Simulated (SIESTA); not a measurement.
Crystal: Pd.

```
Pd
1.0
     0.00000    1.94650    1.94650
     1.94650    0.00000    1.94650
     1.94650    1.94650    0.00000
Pd
1
Cartesian
  0.0000 0.0000 0.0000
```

Base run:

| Quantity | Value |
| --- | --- |
| Program | SIESTA 5.4.2 |
| Functional | BLYP |
| Potentials or basis | PseudoDojo 0.4 standard (PBE files) |
| Basis | DZP (energy shift 0.003 Ry; two zetas on semicore shells) |
| Grid cutoff | 800 Ry |
| Energy shift | 0.003 Ry |
| k mesh | 12 × 12 × 12 |
| Occupations | fermi-dirac, width 0.05 eV |
| Spin | no spin polarisation |

Its results: band gap on the k mesh none (metal or under the smearing width); pressure 18.9 GPa.

Q: After a change of settings the same cell gave: band gap on the k mesh none (metal or under the smearing width); pressure 10.9 GPa. Which change was it?
A. functional from BLYP to PW91
B. functional from BLYP to RPBE
C. functional from BLYP to revPBE
D. functional from BLYP to WC; potentials or basis from PseudoDojo 0.4 standard (PBE files) to PseudoDojo 0.4 standard (PBEsol files)

A: C.

Caveats: the potentials were made for another functional, which shifts forces and pressure; the basis of atomic orbitals isn't converged, which shifts pressures, moduli and gaps.
